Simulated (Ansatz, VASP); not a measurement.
# Two plane-wave programs on LiF

Contents of INCAR:

```
ALGO = Normal
EDIFF = 1E-7
ENCUT = 520
ISIF = 2
ISMEAR = 0
LASPH = True
LCHARG = False
LREAL = False
LWAVE = False
NBANDS = 12
NELM = 100
PREC = Accurate
SIGMA = 0.05
```

KPOINTS

```
k-points
0
Gamma
  10 10 10
```

POSCAR

```
LiF
1.0
    0.0000000000      1.9544423580      1.9544423580
    1.9544423580      0.0000000000      1.9544423580
    1.9544423580      1.9544423580      0.0000000000
Li F
1 1
Direct
    0.0000000000      0.0000000000      0.0000000000
    0.5000000000      0.5000000000      0.5000000000
```

Input for Ansatz:

```yaml
crystal:
  lattice:
    - [0.0, 1.954442358, 1.954442358]
    - [1.954442358, 0.0, 1.954442358]
    - [1.954442358, 1.954442358, 0.0]
  atoms:
    - { symbol: Li, position: [0.0, 0.0, 0.0] }
    - { symbol: F, position: [0.5, 0.5, 0.5] }
basis:
  ecutwfc: 420
  ecutrho_ratio: 4
kpoints:
  mp_grid: { grid: [10, 10, 10] }
hamiltonian:
  xc: lda
scf:
  occupations: { method: gaussian, width: 0.05 }
output:
  forces: true
  stress: true
  eigenvalues: true
```

Alike in both runs: task single point; functional LDA; k mesh 10 × 10 × 10; occupations gaussian, width 0.05 eV; no spin polarisation.

|  | VASP | Ansatz |
| --- | --- | --- |
| version | VASP 6.6.1 | Ansatz 0.2.0 |
| potentials or method | VASP PAW LDA potentials, release 64 (Li_sv, F) | scalar-relativistic, plane waves, PAW |
| plane-wave cutoff (eV) | 520 | 420 |
| valence electrons in the cell | 10 | 10 |

|  | VASP | Ansatz | Ansatz less VASP |
| --- | --- | --- | --- |
| gap on the k mesh at the Fermi level (eV) | 9.69 | 9.70 | +0.008 |
| least direct gap on the mesh (eV) | 9.69 | 9.70 | +0.008 |

 A k mesh can miss the band edges. Expect the measured gap to be larger: semilocal functionals such as LDA lack the derivative discontinuity.
